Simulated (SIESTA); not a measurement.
The system is ZnAu.

```
Au Zn
1.0
     3.14700    0.00000    0.00000
     0.00000    3.14700    0.00000
     0.00000    0.00000    3.14700
Au Zn
1 1
Direct
  0.00000 0.00000 0.00000
  0.50000 0.50000 0.50000
```

Base run:

* Program: SIESTA 5.4.2
* Functional: PBEsol
* Potentials or basis: PseudoDojo 0.4 standard (PBEsol files, fully relativistic)
* Basis: DZP (energy shift 0.003 Ry; two zetas on semicore shells)
* Grid cutoff: 800 Ry
* Energy shift: 0.003 Ry
* k mesh: 6 × 6 × 6
* Occupations: fermi-dirac, width 0.05 eV
* Spin: non-collinear spin, zero start, spin-orbit coupling
* Starting moments: [[0.0, 0.0, 0.0], [0.0, 0.0, 0.0]] μB

Its results: band gap on the k mesh none (metal or under the smearing width); pressure -6.5 GPa.

**Question.** The run is repeated on the same cell with these changes: potentials or basis from PseudoDojo 0.4 standard (PBEsol files, fully relativistic) to PseudoDojo 0.4 standard (PBEsol files); spin from non-collinear spin, zero start, spin-orbit coupling to no spin polarisation. What comes out?

**Answer.** Band gap on the k mesh none (metal or under the smearing width); pressure -3.4 GPa.

Caveats: short orbitals over semicore shells can move pressures by several GPa; the valence orbitals were made in a potential fitted to the semicore shell under them, which widens gaps by tenths of an eV or more; the basis of atomic orbitals isn't converged, which shifts pressures, moduli and gaps; spin-orbit coupling is left out, which moves the levels of the heavy elements (some runs).
